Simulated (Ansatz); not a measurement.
# H: where the heat goes in a short trajectory

The calculation used DFT PBE, scalar-relativistic, plane waves, PAW (Ansatz 0.2.0). Settings: plane waves to 420 eV, k-mesh 2×2×2 (shifted by 0.5, 0.5, 0.5 steps), Fermi–Dirac smearing 0.069 eV. The mesh is coarse. No spin polarisation.

16 atoms start on the lattice sites below (V = 758.5 Å³, 1.02 times the source cell's; static pressure 0.05 GPa, largest force component 0.11 eV/Å) with velocities drawn for 800 K; Nosé–Hoover thermostat aiming at the same temperature, fixed cell, 83 steps of 1 fs.

```
CELL_PARAMETERS angstrom
7.22476 -7.23452 0.00000
7.22476 7.23452 0.00000
-7.22476 0.00000 7.25589
ATOMIC_POSITIONS crystal
H 0.14553 0.86726 0.64726
H 0.64553 0.36726 0.64726
H 0.22000 0.99827 0.35274
H 0.72000 0.49827 0.35274
H 0.63274 0.85447 0.85274
H 0.13274 0.35447 0.85274
H 0.00173 0.28000 0.14726
H 0.50173 0.78000 0.14726
H 0.63777 0.78703 0.78027
H 0.13777 0.28703 0.78027
H 0.00676 0.35750 0.21973
H 0.50676 0.85750 0.21973
H 0.21297 0.86223 0.71973
H 0.71297 0.36223 0.71973
H 0.14250 0.99324 0.28027
H 0.64250 0.49324 0.28027
```

| t (fs) | T (K) | kinetic energy (meV/atom) | potential energy over the first frame (meV/atom) | P with the kinetic part (GPa) |
| --- | --- | --- | --- | --- |
| 0.0 | 800 | 96.9 | 0.0 | 0.28 |
| 6.0 | 651 | 78.9 | 20.9 | -0.15 |
| 12.0 | 679 | 82.3 | 16.6 | -0.30 |
| 18.0 | 745 | 90.3 | 7.5 | 0.11 |
| 24.0 | 697 | 84.5 | 16.1 | 0.46 |
| 30.0 | 783 | 94.9 | 3.3 | 0.11 |
| 36.0 | 628 | 76.1 | 25.1 | -0.25 |
| 42.0 | 755 | 91.5 | 8.2 | -0.18 |
| 48.0 | 735 | 89.1 | 11.9 | 0.31 |
| 54.0 | 734 | 89.0 | 12.4 | 0.39 |
| 60.0 | 730 | 88.5 | 13.4 | 0.00 |
| 66.0 | 654 | 79.3 | 24.8 | -0.18 |
| 72.0 | 772 | 93.5 | 9.6 | 0.03 |
| 78.0 | 704 | 85.3 | 20.4 | 0.38 |

T counts 3N − 3 degrees of freedom. Means over every step of the second half, not only the rows shown: T = 721 K, kinetic energy 87.4 meV/atom, potential energy 15.4 meV/atom, P = 0.08 GPa.

Problem. Does the potential energy follow equipartition for harmonic vibrations?

Solution. In a harmonic crystal each vibration holds as much potential as kinetic energy on average, here 87.4 meV/atom. The run has 15.4, a ratio of 0.18. The deficit can mean that molecules or loosely bound atoms move and turn almost freely (such motion stores little potential energy), that slow modes haven't yet taken up their share, that the thermostat is still feeding kinetic energy, or that the atoms found a lower arrangement than the start. The time step adds a little: a Verlet scheme lowers a mode's mean kinetic energy against its potential energy by the factor 1 − (ωΔt)²/4. So short a run gives a rough mean.

Problem. Split the rise of pressure into the kinetic part and the rest. Can a thermal Grüneisen parameter be estimated?

Solution. The program counts the kinetic part as N k_B T/V = 0.21 GPa. The pressure lies 0.03 GPa over the static one in all, so the forces add -0.18 GPa. The potential energy lies far under its harmonic share, so slow or unstable modes may dominate and no γ is drawn.